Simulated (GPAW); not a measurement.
Sn:

```
CELL_PARAMETERS angstrom
0.00000 3.23334 3.23334
3.23334 0.00000 3.23334
3.23334 3.23334 0.00000
ATOMIC_POSITIONS crystal
Sn 0.75000 0.75000 0.75000
Sn 0.50000 0.50000 0.50000
```

This isn't the form of Sn at room conditions, which is tetragonal (white tin).

```yaml
Program: GPAW 26.7.0
Task: relaxation of cell and atoms
Functional: TPSS
Potentials_or_basis: GPAW PAW data sets (gpaw-data 1.2.1)
Cutoff: 600 eV
Basis: pw
k_mesh: 6 × 6 × 6
Occupations: fermi-dirac, width 0.05 eV
Spin: no spin polarisation
```

At the start: pressure 2.7 GPa; volume 33.80 Å³/atom.

Question: Where does the relaxation end?

Answer: Over 4 steps the energy falls by 17.0 meV/atom and the volume is 35.91 Å³/atom (+6.2 %); space group Fd-3m (No. 227, to 0.05 Å).

The path:
```
step  energy change (eV)  largest force (eV/Å)  pressure (GPa)  volume (Å³)
   1              0.0000                0.0000            2.71        67.61
   2             -0.0125                0.0000            2.10        68.44
   3             -0.0339                0.0000            0.15        71.56
   4             -0.0340                0.0000            0.01        71.81
```

Final structure:
```yaml
crystal:
  lattice:
    - [0.00000, 3.29908, 3.29908]
    - [3.29908, 0.00000, 3.29908]
    - [3.29908, 3.29908, 0.00000]
  atoms:
    - { symbol: Sn, position: [0.75000, 0.75000, 0.75000] }
    - { symbol: Sn, position: [0.50000, 0.50000, 0.50000] }
```

Caveat: later steps reuse the first step's grids; the PAW data sets were made with another functional, which shifts forces and pressure a little.
